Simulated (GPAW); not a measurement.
# Ge (P6_3/mmc) in GPAW: single point with LDA

Aim: the single point of Ge with LDA.

All numbers are computed with GPAW 26.7.0; they aren't measurements. Logs are shortened: lines on timing, memory, paths and dates and some standing lists are left out, and cuts for length are marked. The log counts tension as positive stress, the text compression.

## 1. The structure

The structure is hexagonal, space group P6_3/mmc (No. 194). The conventional cell has a = 3.998 Å, b = 3.998 Å, c = 6.599 Å, α = 90.00°, β = 90.00°, γ = 120.00°. Ge (site symmetry 3m) has 4 Ge at 2.45 to 2.47 Å as nearest neighbours.

This isn't the form of Ge at room conditions, which is diamond.

## 2. Single point, LDA

The input, run.py:

```python
from ase.dft.bandgap import bandgap
from ase.io import write
from ase.spacegroup import crystal
from ase.units import GPa
from gpaw import GPAW, PW

# Ge 4f
atoms = crystal(['Ge'],
                basis=[[0.3333333333, 0.6666666667, 0.93709875]],
                spacegroup=194, setting=1,  # P6_3/mmc
                cellpar=[3.99758584, 3.99758584, 6.59937795, 90.0, 90.0, 120.0],
                primitive_cell=True)

calc = GPAW(mode=PW(400),
            xc='LDA',
            kpts={'size': (6, 6, 4), 'gamma': True},
            occupations={'name': 'fermi-dirac', 'width': 0.05},
            nbands=18,
            maxiter=120,
            txt='gpaw.txt')
atoms.calc = calc
energy = atoms.get_potential_energy()
forces = atoms.get_forces()
stress = atoms.get_stress()
calc.write('gs.gpw')
write('result.traj', atoms)
print(f'Energy: {energy:.6f} eV')
print('Forces (eV/A):')
print(forces.round(4))
print('Stress (GPa):', (stress / GPa).round(3))
print('Fermi level:', round(calc.get_fermi_level(), 4), 'eV')
print(f'Gap: {bandgap(calc)[0]:.4f} eV, direct: {bandgap(calc, direct=True)[0]:.4f} eV')
```

Potentials or basis: the program's PAW data sets (release 1.2.1) made for this functional, pw.

Command:

```bash
> OMP_NUM_THREADS=1 python run.py
```

gpaw.txt:

```text
__  _  _
 | _ |_)|_||  |
 |__||  | ||/\| - 26.7.0

Input parameters:
  mode=PW(ecut=400.0),
  kpts=MonkhorstPack(size=(6, 6, 4), gamma=True),
  maxiter=120,
  nbands=18,
  occupations=Occupations(name='fermi-dirac', width=0.05),
  xc=XC(name='LDA')

Diagonalizing LCAO Hamiltonian
Converting LCAO to pw mode

        Ge

        Ge
            Ge

            Ge

Atoms  # Å, Bohr magnetons
|   | symbol |         x |        y |        z |    initial magnetic moments |
|---|--------|-----------|----------|----------|-----------------------------|
| 0 |     Ge | -0.000000 | 2.308007 | 6.184269 | ( 0.0000,  0.0000,  0.0000) |
| 1 |     Ge |  1.998793 | 1.154004 | 2.884580 | ( 0.0000,  0.0000,  0.0000) |
| 2 |     Ge |  1.998793 | 1.154004 | 0.415109 | ( 0.0000,  0.0000,  0.0000) |
| 3 |     Ge | -0.000000 | 2.308007 | 3.714798 | ( 0.0000,  0.0000,  0.0000) |

Unit cell  # Å
| periodic |         x |        y |        z |  lengths |     angles |
|----------|-----------|----------|----------|----------|------------|
|      yes |  3.997586 | 0.000000 | 0.000000 | 3.997586 |  90.000000 |
|      yes | -1.998793 | 3.462011 | 0.000000 | 3.997586 |  90.000000 |
|      yes |  0.000000 | 0.000000 | 6.599378 | 6.599378 | 120.000000 |

Number of symmetries: 12
Symmetry operations  # r_c * U_cc + t_c -> r_c
|    | kind |            matrix            |
|----|------|------------------------------|
|  0 |  σ   |  1, 1, 0,  0,-1, 0,  0, 0, 1 |
|  1 |  S6  |  1, 1, 0, -1, 0, 0,  0, 0,-1 |
|  2 |  E   |  1, 0, 0,  0, 1, 0,  0, 0, 1 |
|  3 |  C2  |  1, 0, 0, -1,-1, 0,  0, 0,-1 |
|  4 |  C2  |  0, 1, 0,  1, 0, 0,  0, 0,-1 |
|  5 |  C3  |  0, 1, 0, -1,-1, 0,  0, 0, 1 |
|  6 |  S6  |  0,-1, 0,  1, 1, 0,  0, 0,-1 |
|  7 |  σ   |  0,-1, 0, -1, 0, 0,  0, 0, 1 |
|  8 |  σ   | -1, 0, 0,  1, 1, 0,  0, 0, 1 |
|  9 |  i   | -1, 0, 0,  0,-1, 0,  0, 0,-1 |
| 10 |  C3  | -1,-1, 0,  1, 0, 0,  0, 0, 1 |
| 11 |  C2  | -1,-1, 0,  0, 1, 0,  0, 0,-1 |

BZ-sampling:
  Number of BZ points: 144
  Number of IBZ points: 24

  Monkhorst-Pack size: [6, 6, 4]
  Monkhorst-Pack shift: [0.08333333333333333, 0.08333333333333333, 0.125]

K-points  # in reciprocal-cell coordinates
|     |                                coordinates |     weight |
|-----|--------------------------------------------|------------|
|   0 | (  0.00000000,   0.00000000,   0.00000000) | 0.00694444 |
|   1 | (  0.00000000,   0.00000000,   0.25000000) | 0.01388889 |
|   2 | (  0.00000000,   0.00000000,   0.50000000) | 0.00694444 |
|   3 | (  0.16666667,   0.00000000,  -0.25000000) | 0.04166667 |
|   4 | (  0.16666667,   0.00000000,   0.00000000) | 0.04166667 |
|   5 | (  0.16666667,   0.00000000,   0.25000000) | 0.04166667 |
|   6 | (  0.16666667,   0.00000000,   0.50000000) | 0.04166667 |
|   7 | (  0.33333333,  -0.16666667,   0.00000000) | 0.04166667 |
|   8 | (  0.33333333,  -0.16666667,   0.25000000) | 0.08333333 |
|   9 | (  0.33333333,  -0.16666667,   0.50000000) | 0.04166667 |
| ... |                                            |            |
|  23 | (  0.50000000,   0.50000000,   0.50000000) | 0.02083333 |

Plane wave coefficients: 1696
Cutoff: 400.0 eV

Spin-components: 1 (collinear spins)
Bands:           18
Projectors:      20
Spin-degeneracy: 2
Datatype:        complex128

Parallelization:
  kpt:    1
  domain: 1
  band:   1

Density:
  Valence electrons: 16.0
  Components: 1
  Grid points: [20 20 32]
  Charge: 0.0  # |e|

Potential:
  Grid points: [20 20 32]

species:
  Ge:
    name:    Germanium
    Z:       32.0
    valence: 4
    core:    28
    charge:  0.0  # [|e|]
    compensation charges:
      type: gauss
      rc: 0.32  # [Å]
      lmax: 2
    cutoffs:
      filter: 1.77  # [Å]
      core: 3.42  # [Å]
    projectors
    | kind |    occ | energy [eV] | rcut [Å] |
    |------|--------|-------------|----------|
    |   4s |  2.000 |     -11.940 |    1.005 |
    |   4p |  2.000 |      -4.047 |    1.005 |
    |    s |        |      15.272 |    1.005 |
    |    p |        |      23.164 |    1.005 |
    |    d |        |       0.000 |    1.005 |

    Using partial waves for Ge as LCAO basis

Reference energy: -228071.270857  # eV

eigensolver:
  PPCG
  Converge bands: occupied
  niter=2

density mixing:
  MSR1-Mixer
  Pratt-step length: 0.05
  Maximum mixing coefficient: 0.75
  Old densities: 10
  SVD Regularization: 0.005
  Good broyden scale: 1.0
  Trust region scale: 1.0
  Backstep threshold: 4.0
  History deletion threshold: 6.0
  Fourier metric: weight=20.0, sigma=0.015

occupation numbers:
  Fermi-Dirac:
    width: 0.0500  # eV

poisson solver:
  ecut: 3200.0  # eV

xc functional:
  name: None

convergence criteria:
- Maximum [total energy] change in last 3 cyles: 0.0005 eV / valence electron
- Maximum integral of absolute [dens]ity change: 0.0001 electrons / valence electron
- Maximum integral of absolute [eigenst]ate change: 4e-08 eV^2 / valence electron
maximum number of iterations: 120

SCF iterations
|iter     | |      energy | eigst |  dens |
|---------|-|-------------|-------|-------|
|iter:   1| |  -20.860142 | -0.45 |       |
|iter:   2| |  -20.839026 | -2.70 | -0.91 |
|iter:   3| |  -20.660456 | -2.46 | -0.93 |
|iter:   4| |  -20.654204 | -3.51 | -1.57 |
|iter:   5| |  -20.654136c| -5.08 | -2.43 |
|iter:   6| |  -20.654139c| -6.35 | -3.26 |
|iter:   7| |  -20.654140c| -7.60c| -3.72 |
|iter:   8| |  -20.654140c| -8.00c| -4.74c|

Converged in 8 steps
Energy contributions relative to reference atoms: (reference = -228071.270857)

Energy contributions:
  Kinetic:          49.809885
  Coulomb:         -44.914027
  Zero:              0.005062
  External:          0.000000
  Xc:              -25.554091
  Entropy:          -0.001937
  Spinorbit:         0.000000
  ----------------------------
  Free energy:     -20.655108
  Extrapolated:    -20.654140

dipole moment: (0.000251, 0.000435, 0.000829)  # |e|*Ang

Fermi level: 5.571
Eigenvalues  # (at kpt = [0.000, 0.000, 0.000])
| band index |      eig [eV] | occ [0-2] |
|------------|---------------|-----------|
|          0 |        -7.170 |     2.000 |
|          1 |        -5.155 |     2.000 |
|          2 |        -2.013 |     2.000 |
|          3 |         4.157 |     2.000 |
|          4 |         4.157 |     2.000 |
|          5 |         5.442 |     1.858 |
|          6 |         5.469 |     1.768 |
|          7 |         5.473 |     1.751 |
|          8 |         5.752 |     0.052 |
|          9 |         5.752 |     0.052 |
|         10 |         7.881 |     0.000 |
|         11 |         7.881 |     0.000 |
|         12 |         8.361 |     0.000 |
|         13 |        10.177 |     0.000 |
|         14 |        10.177 |     0.000 |
|         15 |        11.569 |     0.000 |
|        ... |               |           |
|         17 |        12.998 |     0.000 |

Gap: 0.171 eV
Transition (v -> c):
  (s=0, k=0, n=7, [0.00, 0.00, 0.00]) -> (s=0, k=1, n=8, [0.00, 0.00, 0.25])
Direct/indirect transitions are different
Direct gap: 0.251 eV
Transition at: (s=0, k=1, n=7, [0.00, 0.00, 0.25])

Forces  # eV/Ang
|        x |        y |        z |
|----------|----------|----------|
| -0.00000 | -0.00000 |  0.00210 |  # Ge   0
|  0.00000 |  0.00000 |  0.00213 |  # Ge   1
|  0.00000 |  0.00000 | -0.00210 |  # Ge   2
| -0.00000 | -0.00000 | -0.00213 |  # Ge   3

Stress tensor  # eV/Ang^3
|         x |         y |         z |
|-----------|-----------|-----------|
|  0.008311 | -0.000000 |  0.000000 |
| -0.000000 |  0.008311 | -0.000000 |
|  0.000000 | -0.000000 |  0.012391 |

# Writing to gs.gpw (mode='')
```

Run time: 6.1 s. Hardware: 1 thread of Intel Xeon Platinum 8488C (Sapphire Rapids), shared host; peak memory 0.16 GiB.

These settings aren't checked as converged: the numbers below hold their error.

Results:

- Free energy: -20.6551 eV
- Pressure: -1.5 GPa
- Band gap on the k mesh: 0.17 eV, indirect (least direct gap 0.25 eV)

Caveat: the cutoff is short for stress and forces, so pressures can be off by a GPa or more.
